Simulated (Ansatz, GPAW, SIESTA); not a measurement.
# P: 4 runs at one level of theory

```
P
1.0
     3.28373    0.00000    0.00000
     0.00000   34.85703    0.00000
     0.00000    0.00000    4.63208
P
4
Cartesian
  1.6459 33.8511 4.2404
  1.6310 1.0663 0.3925
  0.0246 1.0037 1.9058
  -0.0390 33.8092 2.7789
```

This isn't the form of P at room conditions, which is orthorhombic.

The cell holds a layer with vacuum beside it, so values per volume hang on the cell's height.

Atoms were shifted at random by some hundredths of an Å from the given cell, which wasn't relaxed again for these runs.

Alike in all runs: task single point; functional PBEsol; k mesh 8 × 1 × 6; occupations fermi-dirac, width 0.05 eV; no spin polarisation; no spin-orbit coupling.

```json
{"program and potentials": "Ansatz, Ansatz PAW", "plane-wave cutoff (eV)": "420", "notes": "potentials made for PBE, which Ansatz adapts in part", "band gap (eV)": "1.02", "largest force (eV/Å)": "0.728", "energy over the undisturbed cell (meV/atom)": "8.27"}
{"program and potentials": "SIESTA, files PseudoDojo sr-pbesol-0.4.1-standard, DZP (energy shift 0.003 Ry)", "plane-wave cutoff (eV)": "-", "notes": "atomic basis", "band gap (eV)": "1.07", "largest force (eV/Å)": "0.977", "energy over the undisturbed cell (meV/atom)": "7.35"}
{"program and potentials": "Ansatz, all-electron LAPW, scalar-relativistic", "plane-wave cutoff (eV)": "-", "notes": "-", "band gap (eV)": "1.03", "largest force (eV/Å)": "0.726", "energy over the undisturbed cell (meV/atom)": "-"}
{"program and potentials": "GPAW, PAW data sets generated for this functional", "plane-wave cutoff (eV)": "600", "notes": "-", "band gap (eV)": "1.02", "largest force (eV/Å)": "0.762", "energy over the undisturbed cell (meV/atom)": "8.10"}
```

Force on atom 4 (P), eV/Å:

| program and potentials | x | y | z |
| --- | --- | --- | --- |
| Ansatz, Ansatz PAW | 0.531 | -0.263 | -0.422 |
| SIESTA, files PseudoDojo sr-pbesol-0.4.1-standard, DZP (energy shift 0.003 Ry) | 0.570 | -0.468 | -0.641 |
| Ansatz, all-electron LAPW, scalar-relativistic | 0.531 | -0.260 | -0.421 |
| GPAW, PAW data sets generated for this functional | 0.537 | -0.294 | -0.455 |

The band gap spans 1.02 (GPAW, PAW data sets generated for this functional) to 1.07 eV (SIESTA, files PseudoDojo sr-pbesol-0.4.1-standard, DZP (energy shift 0.003 Ry)), with all-electron results at 1.03. The gap is indirect and read on the mesh alone. Rows in atomic bases carry the error of their basis and grid, which can be large.

The functional is the same throughout but for its coding, so the spread measures potentials, basis and numerics; runs on potential files found faulty are left out.
